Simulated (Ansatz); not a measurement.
This is a band-structure calculation with Ansatz on an ordered 4-atom cell of CuGaSe2 on the rocksalt lattice (P4/mmm); the level of theory is PBE. Cell and atoms come from a relaxation with r2SCAN.

```yaml
crystal:
  lattice:
    - [3.7295628207, 0.0, 0.0]
    - [0.0, 3.7295628207, 0.0]
    - [0.0, 0.0, 5.2545477339]
  atoms:
    - { symbol: Cu, position: [0.0, 0.0, 0.0] }
    - { symbol: Se, position: [0.0, 0.0, 0.5] }
    - { symbol: Ga, position: [0.5, 0.5, 0.5] }
    - { symbol: Se, position: [0.5, 0.5, 0.0] }
kpoints:
  mp_grid: { grid: [8, 8, 6] }
  band_path:
    path:
      - [[0.0, 0.0, 0.0], [0.0, 0.5, 0.0], [0.5, 0.5, 0.0], [0.0, 0.0, 0.0], [0.0, 0.0, 0.5], [0.0, 0.5, 0.5], [0.5, 0.5, 0.5], [0.0, 0.0, 0.5]]
      - [[0.0, 0.5, 0.0], [0.0, 0.5, 0.5]]
      - [[0.5, 0.5, 0.0], [0.5, 0.5, 0.5]]
    npoints: 10
hamiltonian:
  xc: pbe
scf:
  occupations: { method: fermi_dirac, width: 0.02 }
  n_extra_bands: 5
output:
  forces: true
  stress: true
  eigenvalues: true
  write_density: true
  write_potential: true
  elf: true
  volumetric_format: npy
```

The output follows, shortened, with numbered blanks.
```
scf.n_extra_bands = 5 over 32 filled bands (N_el = 64.0): the run solves 37 bands
Pseudopotential: Cu, paw, valence charge 19, recommended cutoff 420 eV (normal)
Pseudopotential: Se, paw, valence charge 16, recommended cutoff 420 eV (normal)
Pseudopotential: Ga, paw, valence charge 13, recommended cutoff 420 eV (normal)
Functional definition: PBE
Crystal: 4 atoms, lattice volume = 73.089 Å³
Basis set: ecut = 420 eV, 1449 PW (Γ)
Symmetry: 16 space group operations
Space group: P4/mmm (ITA 123)
k-points: 60 of 384
NSCF: frozen V_eff on 93 k-points
Free energy (F): -21347.228656 eV
Internal energy: -21347.225248 eV  (E = F + TS)
E sigma→0 (E₀):  -21347.226952 eV
Entropy (-TS):   -0.003409 eV (-0.852 meV/atom)
[1]
--- Forces (eV/Å), atoms counted from 1 ---
  atom   1  Cu      0.00000      0.00000      0.00000
  atom   2  Se      0.00000      0.00000      0.00000
  atom   3  Ga      0.00000      0.00000      0.00000
  atom   4  Se      0.00000      0.00000      0.00000
--- Stress (GPa, compression-positive) ---
[2]
--- Band table (eV; the first three rows and the last of 60) ---
[3]
```

The rows of the band table are 0: (0, 0, 0) = Γ, 1: (0, 0, 1/6), 2: (0, 0, 1/3), 59: (-1/2, -1/2, -1/2) = A.

Problem. What stood in the gaps? They hold the Fermi energy and the band table, the stress.

Solution.
```
[1]
Fermi energy:    11.255549 eV
[2]
        2.620924       0.000000       0.000000
        0.000000       2.620924       0.000000
        0.000000       0.000000       1.864767
  P = ⅓ Tr σ = 2.3689 GPa (23.689 kbar)
[3]
  k-point 0: bands = […, 8.8565, 8.9275, 8.9275, 9.0968, 10.1440, 10.3010, 10.3010, 12.6796, 15.4512, 19.3319, …]
  k-point 1: bands = […, 8.8567, 8.9391, 8.9817, 8.9817, 10.1757, 10.1757, 10.2362, 13.4858, 15.5292, 18.2685, …]
  k-point 2: bands = […, 8.8571, 9.1611, 9.1611, 9.6644, 9.8583, 9.8583, 10.7366, 14.6160, 15.7245, 16.3493, …]
  k-point 59: bands = […, 7.0714, 9.0792, 9.0792, 9.1746, 9.2743, 9.4155, 12.5083, 15.1426, 15.4415, 18.0098, …]
```
The trailing digits, and the zero of the energies, depend on the potentials and thresholds.

Run as `ansatz run input.yaml --threads 2 --pin off --max-ram 2211MiB --backend cpu --events-out ev --progress --plain --runs-dir out`. It took 16 s on 2 threads of Arm Neoverse N1, with other jobs on the host; peak host memory 0.48 GiB.

The cell comes from a prototype generator: it can be a known phase or a hypothetical one. Spin polarisation is off.

The runs are scalar-relativistic, without spin-orbit coupling.

Overlapping bands make a metal at that level, for which these meshes are coarse; small forces, stresses and energy differences are uncertain.
